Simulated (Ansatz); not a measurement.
# Cu in Ansatz: the effect of target pressure

Crystal: Cu.

```
Cu
1.0
     0.00000    1.80750    1.80750
     1.80750    0.00000    1.80750
     1.80750    1.80750    0.00000
Cu
1
Direct
  0.00000 0.00000 0.00000
```

Alike in all runs:

| Quantity | Value |
| --- | --- |
| Program | Ansatz 0.2.0 |
| Task | relaxation of cell and atoms |
| Functional | r2SCAN |
| Potentials or basis | Ansatz PAW |
| Cutoff | 500 eV (not typed: the program's choice for these potentials) |
| k mesh | 13 × 13 × 13 |
| Occupations | fermi-dirac, width 0.05 eV |
| Spin | no spin polarisation |

Each run relaxes the cell or the atoms first.

| target pressure | relaxed volume (Å³/atom) |
| --- | --- |
| 0 GPa | 11.43 |
| 2 GPa | ? |
| 5 GPa | 11.11 |
| 10 GPa | 10.84 |
| 20 GPa | 10.39 |
| 30 GPa | 10.02 |

What does the run with target pressure 2 GPa give?

Relaxed volume 11.30 Å³/atom.

Worked out: In Murnaghan's law V^(-B') rises as a straight line in P. The other rows fit best with B' = 4.5, V0 = 11.43 Å³/atom and B0 = 167 GPa, which gives 11.30 Å³/atom at 2 GPa, against the run's 11.30.

Caveats: the plane-wave basis is chosen anew once the cell has moved, so the energies of steps on either side of that aren't comparable; the PAW data sets come from PBE, with cores solved anew for the run's functional, which leaves a small shift of forces and pressure; the volume moved by over 15 % at a fixed basis, so the end points are rough (some runs).
